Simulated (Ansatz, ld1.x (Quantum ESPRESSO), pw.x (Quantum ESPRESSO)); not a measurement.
# From atom to crystal: TM potential for Mn

ld1.x (Quantum ESPRESSO) 7.5 input, shortened:

```
&input
   title='Mn', zed=25., rel=1, dft='PW', iswitch=3,
   config='[Ar] 3d5 4s2 4p0'
 /
 &inputp
   pseudotype=2, tm=.true., lloc=-1, rcloc=2.10,
   nlcc=.true.
 /
3
4S  1  0   2.00   0.00  2.55  2.55  0.0
4P  2  1   0.00   0.00  2.95  2.95  0.0
3D  3  2   5.00   0.00  2.00  2.00  0.0
 &test
   configts(1)='3d5 4s2 4p0'
 /
```

Atomic tests: cutoffs needed: 70 Ry and 110 Ry (the cutoffs (Ry, on a coarse ladder) from which the occupation-weighted sum of valence levels, in a spherical-Bessel basis at the reference potential, stays within 10 and 1 mRy of its value at 400 Ry); ghost test: no extra level below or beside the all-electron valence levels (s, p, d, f tested) (spherical-Bessel basis up to 400 Ry, 20 bohr box); largest excitation error: -223 meV (all-electron minus pseudo) for 3d4 4s0 4p0, out of 7 test configurations.

Crystal test: bcc Mn in pw.x 7.5, no spin, 17³ k-points, Fermi–Dirac smearing 0.01 Ry, cutoffs 135/540 Ry. The reference is all-electron LAPW (Ansatz 0.2.0) with the same functional, mesh and smearing; V0 and B0 come from Birch–Murnaghan fits to the pressures at five volumes. Errors are pseudo minus all-electron; Δ is the rms difference of the E(V) curves that follow from these fits, minima aligned, over ±6 % about the mean V0. Mesh and smearing are coarse, so the numbers serve the comparison and aren't converged zero-temperature values; the lattice is a test structure that the element need not adopt. Spin polarisation and strong correlation are left out, which matters for this element.

All-electron: a0 = 2.727 Å (V0 = 10.14 Å³/atom), B0 = 324.0 GPa.

Question: How far does the potential miss the all-electron equation of state?

Answer: mean pressure error (GPa): -0.74; a0 (Å): 2.725; a0 error (%): -0.07; B0 error (%): -0.4; Δ (meV/atom): 1.6. The largest radius (2.95 bohr) exceeds half the bond length (2.23 bohr), so the spheres overlap, which is one possible source of error among others. The logarithmic derivative shows an extra or strongly shifted pseudo pole above the reference energy (s near 1.36 Ry).

```json
{"V (Å³/atom)": "9.631", "P all-electron (GPa)": "18.89", "P pseudo (GPa)": "17.90"}
{"V (Å³/atom)": "9.885", "P all-electron (GPa)": "8.92", "P pseudo (GPa)": "8.08"}
{"V (Å³/atom)": "10.138", "P all-electron (GPa)": "0.21", "P pseudo (GPa)": "-0.49"}
{"V (Å³/atom)": "10.391", "P all-electron (GPa)": "-7.39", "P pseudo (GPa)": "-8.00"}
{"V (Å³/atom)": "10.645", "P all-electron (GPa)": "-14.02", "P pseudo (GPa)": "-14.55"}
```

Question: At the middle volume, how do free energy and pressure move when the wave cutoff is lowered (ecutrho kept at four times it)?

Answer:

| cutoff (Ry) | shift of F (meV/atom) | shift of P (GPa) |
| --- | --- | --- |
| 61 | +246.2 | -32.09 |
| 81 | +16.8 | +0.07 |
| 108 | +8.9 | -0.37 |

The run at the middle volume (165 k-points, 6 iterations) took about 27 s on one core of a shared host (Neoverse-V2, 192 threads, 742 GiB, load 29).
